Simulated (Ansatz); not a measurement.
Re, DFT, PBE, PAW with Ansatz's default frozen-core files, scalar-relativistic (Ansatz 0.2.0), run on 1 thread of Intel(R) Xeon(R) 6975P-C (Granite Rapids) on a shared host.

Structure from Materials Project entry mp-975065 (possibly hypothetical), not relaxed further. The listed cell was then made from it by scaling, straining or moving an atom.

Command: `ansatz run input.yaml --threads 1 --pin off --max-ram 6144MiB --backend cpu --events-out ev --progress --plain --runs-dir out`

```yaml
crystal:
  lattice:
    - [1.425440847, 0.8229786567, 6.6986080885]
    - [-1.425440847, 0.8229786567, 6.6986080885]
    - [0.0, -1.6459573134, 6.6986080885]
  atoms:
    - { symbol: Re, position: [0.0, 0.0, 0.0] }
    - { symbol: Re, position: [0.22217388, 0.22217388, 0.22217388] }
    - { symbol: Re, position: [0.77782612, 0.77782612, 0.77782612] }
kpoints:
  mp_grid: { grid: [15, 15, 15] }
scf:
  occupations: { method: fermi_dirac, width: 0.05 }
hamiltonian:
  xc: pbe
  pseudopotentials: { kind: paw }
output:
  forces: true
  stress: true
  eigenvalues: true
  efg: { contact_densities: true }
  write_density: true
  write_potential: true
  elf: true
  volumetric_format: npy
```

(1) How large is the problem that the program sets up?

(2) About how long does it take, and how much memory does it use?

(3) And the same cell and mesh by crystal-made all-electron datasets, asked for forces, stress, eigenvalues, efg, on the same hardware?

Answers

(1) 344 irreducible k-points, 941 plane waves at Γ, 27 bands.

(2) 13 s of wall time for 6 SCF iterations, with a peak of 0.62 GiB. Times on shared machines scatter by tens of per cent.

(3) 2.5 min, peak memory 3.2 GiB.
